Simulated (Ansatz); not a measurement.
# ZrC: the cost of one run

Method: DFT PBE, scalar-relativistic, plane waves, PAW, in Ansatz 0.2.0.

## Step 1: The structure to begin with

Symmetry: R3m, No. 160, trigonal system. The conventional cell has a = 3.634 Å, b = 3.634 Å, c = 8.969 Å, α = 90.00°, β = 90.00°, γ = 120.00°. Zr (site symmetry 3m) is surrounded by 4 C at 2.23 Å. C (site symmetry 3m) is surrounded by 4 Zr at 2.23 Å.

Structure file:

```cif
data_structure
_symmetry_space_group_name_H-M 'R3m:H'
_symmetry_Int_Tables_number 160
_cell_length_a 3.6340
_cell_length_b 3.6340
_cell_length_c 8.9686
_cell_angle_alpha 90.000
_cell_angle_beta 90.000
_cell_angle_gamma 120.000
_cell_volume 102.57
loop_
_atom_site_label
_atom_site_type_symbol
_atom_site_symmetry_multiplicity
_atom_site_Wyckoff_symbol
_atom_site_fract_x
_atom_site_fract_y
_atom_site_fract_z
_atom_site_occupancy
Zr1 Zr 3 a 0.00000 0.00000 0.00000 1
C1 C 3 a 0.00000 0.00000 0.24876 1
```

Recipe of the guess: close-packed metal layers stacked A|B, with sites between them filled layer by layer (R3m, No. 160). Its size is a rough estimate.

## Step 2: The guess as it stands, on a coarse mesh

The input, input.yaml:

```yaml
crystal:
  lattice:
    - [1.817, 1.04904544, 2.98953521]
    - [-1.817, 1.04904544, 2.98953521]
    - [0.0, -2.09809088, 2.98953521]
  atoms:
    - { symbol: Zr, position: [0.0, 0.0, 0.0] }
    - { symbol: C, position: [0.75124338, 0.75124338, 0.75124338] }
basis:
  ecutwfc: 420
kpoints:
  mp_grid: { grid: [6, 6, 6] }
hamiltonian:
  xc: pbe
scf:
  occupations: { method: gaussian, width: 0.1 }
  lower_state_search: "off"
output:
  forces: true
  stress: true
  eigenvalues: true
```

The run is started by

```console
$ ansatz run input.yaml --threads 1 --pin off --max-ram 2048MiB --backend cpu --events-out ev --progress --plain --runs-dir out
```

What time and memory should one allow on 1 thread of AMD EPYC 7R43 (Zen 3), shared host?

About 2.5 s, with a peak of 0.36 GiB.
